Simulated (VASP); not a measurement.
# BaO (Fm-3m) in VASP: settings compared

Aim: see how the results for BaO move with the level of theory and the settings. Levels: PBE, PBEsol. Tasks: equation of state.

Program: VASP 6.6.1. These are calculated values, not measurements. Logs are shortened: lines on timing, memory, paths and dates and some standing lists are left out, and cuts for length are marked.

### 1 The crystal as given

It takes space group Fm-3m (No. 225, cubic). The conventional cell has a = 5.500 Å, b = 5.500 Å, c = 5.500 Å, α = 90.00°, β = 90.00°, γ = 90.00°. Ba (site symmetry m-3m) is surrounded by 6 O at 2.75 Å. O (site symmetry m-3m) has 6 Ba at 2.75 Å as nearest neighbours.

### 2 Equation of state, PBE, 19.55 Å³/atom (volume scaled by 0.94)

Contents of INCAR:

```
SYSTEM = BaO
ALGO = Normal
EDIFF = 1E-7
ENCUT = 520
GGA = PE
ISIF = 2
ISMEAR = -1
LASPH = .TRUE.
LCHARG = .FALSE.
LREAL = .FALSE.
LWAVE = .FALSE.
NBANDS = 15
NELM = 80
PREC = Accurate
SIGMA = 0.05
```

Contents of KPOINTS:

```
k-points
0
G
  8 8 8
  0 0 0
```

Contents of POSCAR:

```
BaO
1.0
    0.0000000000      2.6938617990      2.6938617990
    2.6938617990      0.0000000000      2.6938617990
    2.6938617990      2.6938617990      0.0000000000
Ba O
1 1
Direct
    0.0000000000      0.0000000000      0.0000000000
    0.5000000000      0.5000000000      0.5000000000
```

Potentials or basis: VASP PAW PBE potentials, release 64 (Ba_sv, O).

Command:

```console
$ cat potpaw_PBE.64/Ba_sv/POTCAR potpaw_PBE.64/O/POTCAR > POTCAR
$ mpirun -np 1 vasp_std > vasp.out
```

OUTCAR:

```text
SYSTEM = BaO
   EDIFF = 1E-7
   ENCUT = 520
   GGA = PE
   ISIF = 2
   ISMEAR = -1
   LASPH = .TRUE.
   LREAL = .FALSE.
   NELM = 80
   PREC = Accurate

 ion  position               nearest neighbor table
   1  0.000  0.000  0.000-   2 2.69   2 2.69   2 2.69   2 2.69   2 2.69   2 2.69
   2  0.500  0.500  0.500-   1 2.69   1 2.69   1 2.69   1 2.69   1 2.69   1 2.69

  LATTYP: Found a face centered cubic cell.
 ALAT       =     5.3877235980

  Lattice vectors:

 A1 = (   0.0000000000,   2.6938617990,   2.6938617990)
 A2 = (   2.6938617990,   0.0000000000,   2.6938617990)
 A3 = (   2.6938617990,   2.6938617990,   0.0000000000)

Analysis of symmetry for initial positions (statically):
=====================================================================
 Subroutine PRICEL returns:
 Original cell was already a primitive cell.

 Routine SETGRP: Setting up the symmetry group for a
 face centered cubic supercell.

 Subroutine GETGRP returns: Found 48 space group operations
 (whereof 48 operations were pure point group operations)
 out of a pool of 48 trial point group operations.

The static configuration has the point symmetry O_h .

Analysis of symmetry for dynamics (positions and initial velocities):
=====================================================================
 Subroutine PRICEL returns:
 Original cell was already a primitive cell.

 Routine SETGRP: Setting up the symmetry group for a
 face centered cubic supercell.

 Subroutine GETGRP returns: Found 48 space group operations
 (whereof 48 operations were pure point group operations)
 out of a pool of 48 trial point group operations.

The dynamic configuration has the point symmetry O_h .

 Subroutine INISYM returns: Found 48 space group operations
 (whereof 48 operations are pure point group operations),
 and found     1 'primitive' translations

----------------------------------------------------------------------------------------

                                     Primitive cell

  volume of cell :      39.0981

  direct lattice vectors                    reciprocal lattice vectors
     0.000000000  2.693861799  2.693861799    -0.185607146  0.185607146  0.185607146
     2.693861799  0.000000000  2.693861799     0.185607146 -0.185607146  0.185607146
     2.693861799  2.693861799  0.000000000     0.185607146  0.185607146 -0.185607146

  length of vectors
     3.809695891  3.809695891  3.809695891     0.321481007  0.321481007  0.321481007

  position of ions in fractional coordinates (direct lattice)
     0.000000000  0.000000000  0.000000000
     0.500000000  0.500000000  0.500000000

  ion indices of the primitive-cell ions
   primitive index   ion index
                 1           1
                 2           2

----------------------------------------------------------------------------------------

 KPOINTS: k-points

Automatic generation of k-mesh.
 Grid dimensions read from file:
 generate k-points for:    8    8    8

 Generating k-lattice:

  Cartesian coordinates                     Fractional coordinates (reciprocal lattice)
    -0.023200893  0.023200893  0.023200893     0.125000000  0.000000000  0.000000000
     0.023200893 -0.023200893  0.023200893     0.000000000  0.125000000  0.000000000
     0.023200893  0.023200893 -0.023200893     0.000000000  0.000000000  0.125000000

  Length of vectors
     0.040185126  0.040185126  0.040185126

  Shift w.r.t. Gamma in fractional coordinates (k-lattice)
     0.000000000  0.000000000  0.000000000

 Subroutine IBZKPT returns following result:
 ===========================================

 Found     29 irreducible k-points:

 Following reciprocal coordinates:
            Coordinates               Weight
  0.000000  0.000000  0.000000      1.000000
  0.125000  0.000000  0.000000      8.000000
  0.250000  0.000000  0.000000      8.000000
  0.375000  0.000000  0.000000      8.000000
  0.500000  0.000000  0.000000      4.000000
  0.125000  0.125000  0.000000      6.000000
[... 21 lines left out ...]
 -0.375000  0.500000  0.125000     12.000000
 -0.250000  0.500000  0.250000      6.000000
   k-points           NKPTS =     29   k-points in BZ     NKDIM =     29   number of bands    NBANDS=     15
   number of dos      NEDOS =    301   number of ions     NIONS =      2
   total plane-waves  NPLWV =  21952
   dimension x,y,z NGX =    28 NGY =   28 NGZ =   28
   dimension x,y,z NGXF=    56 NGYF=   56 NGZF=   56
   ions per type =               1   1
   NGX,Y,Z   is equivalent  to a cutoff of  12.22, 12.22, 12.22 a.u.
   NGXF,Y,Z  is equivalent  to a cutoff of  24.44, 24.44, 24.44 a.u.
 SYSTEM =  BaO
   PREC   = accura    normal or accurate (medium, high low for compatibility)
   ISTART =      0    job   : 0-new  1-cont  2-samecut
   ICHARG =      2    charge: 1-file 2-atom 10-const
   ISPIN  =      1    spin polarized calculation?
   LNONCOLLINEAR =      F non collinear calculations
   LSORBIT =      F    spin-orbit coupling
   LASPH  =      T    aspherical Exc in radial PAW
   ENCUT  =  520.0 eV  38.22 Ry    6.18 a.u.   7.08  7.08  7.08*2*pi/ulx,y,z
   NELM   =     80;   NELMIN=  2; NELMDL= -5     # of ELM steps
   EDIFF  = 0.1E-06   stopping-criterion for ELM
   LREAL  =      F    real-space projection
   EDIFFG = 0.1E-05   stopping-criterion for IOM
   NSW    =      0    number of steps for IOM
   IBRION =     -1    ionic relax: 0-MD 1-quasi-New 2-CG
   NFREE  =      0    steps in history (QN), initial steepest desc. (CG)
   ISIF   =      2    stress and relaxation
   ISYM   =      2    0-nonsym 1-usesym 2-fastsym
   POTIM  = 0.5000    time-step for ionic-motion
   TEBEG  =    0.0;   TEEND  =   0.0 temperature during run
   PSTRESS=    0.0 pullay stress
   NELECT =      16.0000    total number of electrons
   NUPDOWN=      -1.0000    fix difference up-down
   EMIN   =  10.00;   EMAX   =-10.00  energy-range for DOS
   EFERMI =   0.00;   METHOD = LEGACY
   ISMEAR =    -1;   SIGMA  =   0.05  broadening in eV -4-tet -1-fermi 0-gaus
   EFERMI_NEDOS =   21; number of points for ismear=-14 and -15
   IALGO  =     38    algorithm
   IMIX   =      4    mixing-type and parameters
     AMIX     =   0.40;   BMIX     =  1.00
     AMIX_MAG =   1.60;   BMIX_MAG =  1.00
  volume/ion in A,a.u.               =      19.55       131.92
  Fermi-wavevector in a.u.,A,eV,Ry     =   1.215429  2.296827 20.099439  1.477267
  Thomas-Fermi vector in A             =   2.350816
   LORBIT       =      0    0 simple, 1 ext, 2 COOP (PROOUT), +10 PAW based schemes
   GGA     = PE    functional components
   LHFCALC =     F    Hartree Fock is set to
   AEXX    =    0.0000 exact exchange contribution
   IVDW    =     0    specifies the selected vdW correction
   LEPSILON=     F    determine dielectric tensor
   LRPA    =     F    only Hartree local field effects (RPA)
 non-spin polarized calculation
  energy-cutoff  :      520.00
  volume of cell :       39.10
 maximum number of plane-waves:      1067
   NGX = 15   NGY = 15   NGZ = 15

 number of electron      16.0000000 magnetization

 Free energy of the ion-electron system (eV)
  ---------------------------------------------------
  ext. energy  EPLUGINS =         0.00000000
  ---------------------------------------------------
  free energy    TOTEN  =       -11.64577609 eV

  energy without entropy =      -11.64577609  energy(sigma->0) =      -11.64577609

 E-fermi :   3.3493     XC(G=0): -10.0099

 val. band max:        2.5095810259   @ k =   0.5000   0.5000   0.0000
 cond. band min:       4.1567527270   @ k =   0.5000   0.5000   0.0000
 fundamental gap:      1.6471717011
 Fermi energy:         3.3493197410

 k-point     1 :       0.0000    0.0000    0.0000
  band No.  band energies     occupation
      1     -23.4715      2.00000
      2     -12.7780      2.00000
      3      -7.7937      2.00000
      4      -7.7937      2.00000
      5      -7.7937      2.00000
      6       1.9248      2.00000
      7       1.9248      2.00000
      8       1.9248      2.00000
      9       6.4057      0.00000
     10       7.1023      0.00000
     11       7.1023      0.00000
     12       7.1023      0.00000
     13       9.5866      0.00000
     14       9.5866      0.00000
     15      12.5000      0.00000

 k-point     2 :       0.1250    0.0000    0.0000
  band No.  band energies     occupation
      1     -23.4207      2.00000
      2     -12.9190      2.00000
      3      -7.8335      2.00000
      4      -7.8148      2.00000
      5      -7.8148      2.00000
      6       1.5720      2.00000
      7       1.6902      2.00000
      8       1.6902      2.00000
      9       6.8999      0.00000
     10       7.1601      0.00000
     11       7.4212      0.00000
     12       7.4212      0.00000
     13      10.0460      0.00000
     14      10.0461      0.00000
     15      13.5467      0.00000

 k-point     3 :       0.2500    0.0000    0.0000
  band No.  band energies     occupation
      1     -23.2940      2.00000
      2     -13.2614      2.00000
      3      -7.9219      2.00000
      4      -7.8644      2.00000
      5      -7.8644      2.00000
      6       0.8996      2.00000
      7       1.1954      2.00000
      8       1.1954      2.00000
      9       6.9150      0.00000
     10       8.2882      0.00000
     11       8.2882      0.00000
     12       8.7570      0.00000
     13      11.1725      0.00000
     14      11.1725      0.00000
     15      15.8341      0.00000
[... 433 lines left out ...]
 k-point    28 :      -0.3750    0.5000    0.1250
  band No.  band energies     occupation
      1     -23.0048      2.00000
      2     -13.1915      2.00000
      3      -9.5148      2.00000
      4      -8.7255      2.00000
      5      -8.2016      2.00000
      6       1.4811      2.00000
      7       2.1626      2.00000
      8       2.4176      2.00000
      9       5.0065      0.00000
     10       9.3190      0.00000
     11       9.7653      0.00000
     12      12.2249      0.00000
     13      12.7350      0.00000
     14      14.9257      0.00000
     15      15.6250      0.00000

 k-point    29 :      -0.2500    0.5000    0.2500
  band No.  band energies     occupation
      1     -23.0003      2.00000
      2     -13.3116      2.00000
      3      -9.1425      2.00000
      4      -9.1425      2.00000
      5      -7.8571      2.00000
      6       0.8162      2.00000
      7       2.2366      2.00000
      8       2.2366      2.00000
      9       7.0684      0.00000
     10       7.0684      0.00000
     11       9.6951      0.00000
     12      12.7484      0.00000
     13      12.7998      0.00000
     14      15.0636      0.00000
     15      16.4871      0.00000

------------------------ aborting loop because EDIFF is reached ----------------------------------------

  FORCE on cell =-STRESS in cart. coord.  units (eV):
  Direction    XX          YY          ZZ          XY          YZ          ZX
  --------------------------------------------------------------------------------------
  -------------------------------------------------------------------------------------
  Total        2.7492743      2.7492743      2.7492743      0.0000000      0.0000000      0.0000000
  in kB      112.6607722    112.6607722    112.6607722      0.0000000      0.0000000      0.0000000
  external PRESSURE =     112.6607722 kB  Pullay stress =       0.0000000 kB

 VOLUME and BASIS-vectors are now :
 -----------------------------------------------------------------------------
  energy-cutoff  :      520.00
  volume of cell :       39.10
      direct lattice vectors                 reciprocal lattice vectors
     0.000000000  2.693861799  2.693861799    -0.185607146  0.185607146  0.185607146
     2.693861799  0.000000000  2.693861799     0.185607146 -0.185607146  0.185607146
     2.693861799  2.693861799  0.000000000     0.185607146  0.185607146 -0.185607146

 POSITION                                       TOTAL-FORCE (eV/Angst)
 -----------------------------------------------------------------------------------
      0.00000      0.00000      0.00000         0.000000      0.000000     -0.000000
      2.69386      2.69386      2.69386        -0.000000     -0.000000      0.000000
 -----------------------------------------------------------------------------------
    total drift:                                0.000000      0.000000      0.000000

  FREE ENERGIE OF THE ION-ELECTRON SYSTEM (eV)
  ---------------------------------------------------
  free  energy   TOTEN  =       -11.6457760927 eV

  energy  without entropy=      -11.6457760907  energy(sigma->0) =      -11.64577609
```

It took 19 s on 1 thread of Intel Xeon Platinum 8559C (Emerald Rapids), shared host; peak memory 0.15 GiB.

Results:

```yaml
Free_energy: -11.6458 eV
Pressure: 11.3 GPa
Band_gap_on_the_k_mesh: 1.65 eV, direct
```

Caveat: spin-orbit coupling is left out, which moves the levels of the heavy elements.

[end of part 1 of 2]
